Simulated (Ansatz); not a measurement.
NbP under changes of volume

One of the cells (16.103 Å³/atom); the others are scaled copies at fixed shape and fractional positions:

```
Nb P
1.0
    -1.67492    1.67492    5.74011
     1.67492   -1.67492    5.74011
     1.67492    1.67492   -5.74011
Nb P
2 2
Direct
  0.24988 0.74988 0.50000
  0.49988 0.49988 0.00000
  0.83275 0.33275 0.50000
  0.08275 0.08275 0.00000
```

The cell is a database's computed one.

| Item | Value |
| --- | --- |
| Program | Ansatz 0.2.0 |
| Functional | PBEsol |
| Potentials or basis | all-electron LAPW, scalar-relativistic |
| Cutoff | 226 eV (chosen from the basis error) |
| Basis error allowed | 0.001 eV/atom |
| k mesh | 11 × 11 × 11 |
| Occupations | fermi-dirac, width 0.05 eV |
| Spin | no spin polarisation |

```tsv
volume (Å³/atom)	energy over the lowest point (meV/atom)	pressure (GPa)	largest force (eV/Å)
15.137	7.63	6.2	0.041
15.459	0.00	1.5	0.033
15.781	?	?	?
16.103	10.38	-6.4	0.017
16.425	26.66	-9.7	0.010
16.747	49.31	-12.7	0.004
17.069	77.68	-15.4	0.001
```

Question: What does the run at 15.781 Å³/atom give?

Answer: Energy over the lowest point 1.22 meV/atom; pressure -2.6 GPa; largest force 0.025 eV/Å.

Worked out: A Birch-Murnaghan fit of order 3 (a polynomial in V^(-2/3)) to the other rows has its minimum at 15.57 Å³/atom with B0 = V·E''(V) = 205 GPa and B' = 4.3 at fixed shape and positions, which overstates the stiffness. It gives 1.22 meV/atom at 15.781 Å³/atom, against the run's 1.22, and -dE/dV = -2.7 GPa, against -2.6.

Energies are extrapolated to zero smearing.
